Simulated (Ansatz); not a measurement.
HfS2 in the CdI2 structure, relaxed with r2SCAN+rVV10: it is trigonal, P-3m1 (No. 164); a = 3.630 Å, c = 5.878 Å in the conventional setting, 22.36 Å³ an atom. Around Hf lie 6 S at 2.54 Å; around S lie 3 Hf at 2.54 Å. One-shot G0W0@PBE in the plane-wave code Ansatz on a 6×6×4 mesh (contour deformation, no spin-orbit coupling), from a PBE gap of 1.036 eV over the mesh points (the G0W0 gap is indirect on the mesh); the number N of bands summed and the screening cutoff rise together. The values are computed, spin-unpolarised, and not measurements.

```csv
N,cutoff (eV),1000/N,G0W0 gap (eV)
171,100,5.848,1.875
386,180,2.591,1.945
```

**Lay a straight line in 1000/N through these rows.** The slope is -0.0215 eV per unit of 1000/N and the intercept 2.001 eV.

**Predict the gap at N = 732 (260 eV).** 2.001 + (-0.0215) × 1.366 = 1.972 eV; the run gives 1.962 eV, -0.010 eV from the line.

**With that run's result added, what limit do the last two rows suggest?** Their slope is (1.962 − 1.945)/(1.366 − 2.591) = -0.0139, which meets 1/N = 0 at 1.98 eV, against 2.001 eV from the first line. The slope flattens, so the first line overshoots; the k mesh isn't extrapolated.

Spin-orbit coupling is left out, which matters wherever the heavy atoms make up the band edges.
